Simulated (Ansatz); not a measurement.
**Mo: γ-surface**

The calculation used DFT PBEsol, scalar-relativistic, plane waves, PAW (Ansatz). Settings: plane waves to 420 eV, k-mesh 21×23×7 (Γ-centred), Gaussian smearing 0.15 eV. No spin polarisation. Energies are free energies at this smearing, counted from the undisturbed cell; pressure is positive in compression.

Zero of the scan (relaxed at this level; with this scan's settings it stands at 0.2 GPa; this form isn't the usual structure):

```
CELL_PARAMETERS angstrom
1.37117 -2.37493 0.00000
0.00000 0.00000 -2.49207
8.22701 4.74986 0.00000
ATOMIC_POSITIONS crystal
Mo 0.00000 0.50000 0.87500
Mo 0.50000 0.50000 0.12500
Mo 0.00000 0.50000 0.37500
Mo 0.50000 0.50000 0.62500
```

Vector c is tilted by p·a + q·b with the atoms' Cartesian places fixed: one unrelaxed fault a cell on a (1 0 0) plane of area 6.83 Å². Points are written (p, q).

Energy above the undisturbed cell in mJ/m² (a dash: not computed):

| p \ q | 0.000 | 0.167 | 0.333 | 0.500 | 0.667 | 0.833 |
| --- | --- | --- | --- | --- | --- | --- |
| 0.000 | 0 | -426 | -1067 | -1274 | -1067 | -426 |
| 0.167 | 84 | – | -883 | – | -883 | – |
| 0.333 | 803 | 315 | -205 | -231 | -205 | 315 |
| 0.500 | 1409 | – | 265 | – | – | – |
| 0.667 | 803 | – | -205 | – | -205 | – |

Cost: 12 runs of about 19 core-minutes in all, on Arm Neoverse V2 (shared hosts).